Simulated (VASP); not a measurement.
Runs of VASP 6.6.1 on Se. It takes space group P3_121 (No. 152, trigonal). Conventional cell: a = 4.366 Å, b = 4.366 Å, c = 4.954 Å, α = 90.00°, β = 90.00°, γ = 120.00°. Se (site symmetry 2) has 2 Se at 2.37 Å as nearest neighbours. 

| level | potentials or basis | gap on the mesh (eV) | pressure (GPa) | largest force (eV/Å) |
| --- | --- | --- | --- | --- |
| LDA | VASP PAW LDA potentials, release 64 (Se) | (b) | -1.1 | 0.26 |
| PBEsol | VASP PAW PBE potentials, release 64 (Se) | 1.11 | 0.4 | (a) |
| r2SCAN | VASP PAW PBE potentials, release 64 (Se) | 1.39 | 1.3 | 0.06 |
| TB-mBJ | VASP PAW PBE potentials, release 64 (Se) | 1.57 | - | - |

Alike in all rows: task band structure; no spin polarisation; cell as given; k mesh 8 × 8 × 6; cutoff (eV) 520; smearing gaussian 0.02 eV.

Q: Estimate the missing entries.

A: (a) 0.33; (b) 1.07.

Caveats: the mesh misses the band edges, which the band path finds closer together; the PAW data sets were made with another functional, which shifts forces and pressure a little (some runs).

A k mesh can miss the band edges, and the runs leave out spin-orbit coupling on Se.

Runs at the PBE level aren't shown here.
